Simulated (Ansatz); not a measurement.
## Zn: from a trial structure to a relaxed crystal

Computed with Ansatz, DFT PBE, scalar-relativistic, plane waves, PAW. Cutoff 420 eV, Γ-centred k mesh, Gaussian smearing, no spin polarisation in the final step.

The start puts Zn on the diamond structure type (Fd-3m, No. 227), at a guessed volume.

```yaml
crystal:
  lattice:
    - [0.00000, 2.58783, 2.58783]
    - [2.58783, 0.00000, 2.58783]
    - [2.58783, 2.58783, 0.00000]
  atoms:
    - { symbol: Zn, position: [0.50000, 0.50000, 0.50000] }
    - { symbol: Zn, position: [0.75000, 0.75000, 0.75000] }
```

Cell and atoms relax at zero pressure; the relaxation can't lower the symmetry of the start. After a coarse first stage the cell is made exact in the group found at 0.06 Å.

Energies count from the standard state of Zn at the same level.

Task: Describe the relaxed structure.

Result: It keeps Fd-3m (No. 227). The result has the diamond structure. Conventional cell: a = 5.816 Å. Zn is coordinated by 4 Zn at 2.52 Å.

```cif
data_structure
_symmetry_space_group_name_H-M 'Fd-3m:1'
_symmetry_Int_Tables_number 227
_cell_length_a 5.8156
_cell_length_b 5.8156
_cell_length_c 5.8156
_cell_angle_alpha 90.000
_cell_angle_beta 90.000
_cell_angle_gamma 90.000
_cell_volume 196.69
loop_
_atom_site_label
_atom_site_type_symbol
_atom_site_symmetry_multiplicity
_atom_site_Wyckoff_symbol
_atom_site_fract_x
_atom_site_fract_y
_atom_site_fract_z
_atom_site_occupancy
Zn1 Zn 8 a 0.50000 0.00000 0.50000 1
```

Task: What are its volume, energy, density and gap?

Result: The volume per atom is 24.59 Å³. The density is 4.42 g/cm³. The energy over the standard structure is 0.47 eV/atom and the gap on the 16×16×16 mesh is 0 eV (a metal).

The final run used a 16×16×16 mesh on its 2-atom cell and 0.10 eV smearing. For metals, differences of a few meV/atom aren't resolved. Symmetry constrained the relaxation, so the result can be a saddle point. The steps took about 18 core-seconds in all.